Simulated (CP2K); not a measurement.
## KCl (Sylvite) under changes of volume

One of the cells (31.151 Å³/atom); the others are scaled copies at fixed shape and fractional positions:

```
CELL_PARAMETERS angstrom
4.44978 0.00000 0.00000
2.22489 3.85362 0.00000
2.22489 1.28454 3.63323
ATOMIC_POSITIONS crystal
K 0.00000 0.00000 0.00000
Cl 0.50000 0.50000 0.50000
```

- Program: CP2K 2026.2
- Functional: LDA
- Potentials or basis: GTH_POTENTIALS K GTH-PADE-q9, Cl GTH-PADE-q7; TZVP-MOLOPT-PBE-GTH basis
- Density cutoff: 6123 eV
- k mesh: 7 × 7 × 7
- Occupations: fermi-dirac, width 0.01 eV
- Spin: no spin polarisation

| volume (Å³/atom) | energy over the lowest point (meV/atom) | pressure (GPa) | gap on the mesh (eV) |
| --- | --- | --- | --- |
| 29.282 | 0.00 | -1.0 | 4.93 |
| 29.905 | 4.79 | -1.4 | 4.85 |
| 30.528 | ? | ? | ? |
| 31.151 | 18.34 | -2.0 | 4.72 |
| 31.774 | 26.76 | -2.3 | 4.65 |
| 32.397 | 36.10 | -2.5 | 4.59 |
| 33.020 | 46.24 | -2.7 | 4.53 |

Task: What does the run at 30.528 Å³/atom give?

Result: Energy over the lowest point 10.96 meV/atom; pressure -1.7 GPa; gap on the mesh 4.78 eV.

Worked out: A Birch-Murnaghan fit of order 3 (a polynomial in V^(-2/3)) to the other rows has no minimum within the range. It gives 10.96 meV/atom at 30.528 Å³/atom, against the run's 10.96, and -dE/dV = -1.7 GPa, against -1.7. A straight line through the other rows of the gap, of slope -3.31 eV per unit of ln V (its deformation potential), gives 4.79 eV, against the run's 4.78.

Energies are extrapolated to zero smearing.

Caveats: the basis of atomic orbitals isn't converged, which shifts pressures, moduli and gaps; an odd mesh through Γ misses points on the zone boundary, where band edges often lie (some runs).
